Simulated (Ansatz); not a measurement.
ZrO2 under changes of volume

One of the cells (11.158 Å³/atom); the others are scaled copies at fixed shape and fractional positions:

```xyz
6
Lattice="3.5961 0.0000 0.0000 0.0000 3.5961 0.0000 0.0000 0.0000 5.1770" Properties=species:S:1:pos:R:3 pbc="T T T"
Zr    1.7980    1.7980    2.5885
Zr    0.0000    0.0000    0.0000
O     1.7980    0.0000    4.1261
O     1.7980    0.0000    1.5376
O     0.0000    1.7980    3.6394
O     0.0000    1.7980    1.0509
```

- Program: Ansatz 0.2.0
- Functional: PBE
- Potentials or basis: SPMS NC
- Cutoff: 1034 eV (not typed: the program's choice for these potentials)
- k mesh: 7 × 7 × 5
- Occupations: fermi-dirac, width 0.05 eV
- Spin: no spin polarisation

| volume (Å³/atom) | energy over the lowest point (meV/atom) | pressure (GPa) | gap on the mesh (eV) | largest force (eV/Å) |
| --- | --- | --- | --- | --- |
| 10.489 | ? | ? | ? | ? |
| 10.712 | 37.20 | 17.4 | 4.13 | 0.184 |
| 10.935 | 17.18 | 11.4 | 4.08 | 0.079 |
| 11.158 | 5.04 | 6.1 | 4.02 | 0.018 |
| 11.381 | 0.00 | 1.2 | 3.96 | 0.109 |
| 11.604 | 1.38 | -3.1 | 3.91 | 0.193 |
| 11.828 | 8.54 | -7.1 | 3.84 | 0.272 |

What does the run at 10.489 Å³/atom give?

Energy over the lowest point 65.92 meV/atom; pressure 24.0 GPa; gap on the mesh 4.19 eV; largest force 0.296 eV/Å.

Worked out: A Birch-Murnaghan fit of order 3 (a polynomial in V^(-2/3)) to the other rows has its minimum at 11.44 Å³/atom with B0 = V·E''(V) = 229 GPa and B' = 4.4 at fixed shape and positions, which overstates the stiffness. It gives 66.00 meV/atom at 10.489 Å³/atom, against the run's 65.92, and -dE/dV = 24.1 GPa, against 24.0. A straight line through the other rows of the gap, of slope -2.91 eV per unit of ln V, extrapolates to 4.20 eV, against the run's 4.19.

Energies are extrapolated to zero smearing.

Caveats: odd divisions of the mesh miss points on the zone boundary, where band edges often lie, so the gap on the mesh can be too wide.

A mesh can miss the band edges. Spin-orbit coupling on Zr is left out.
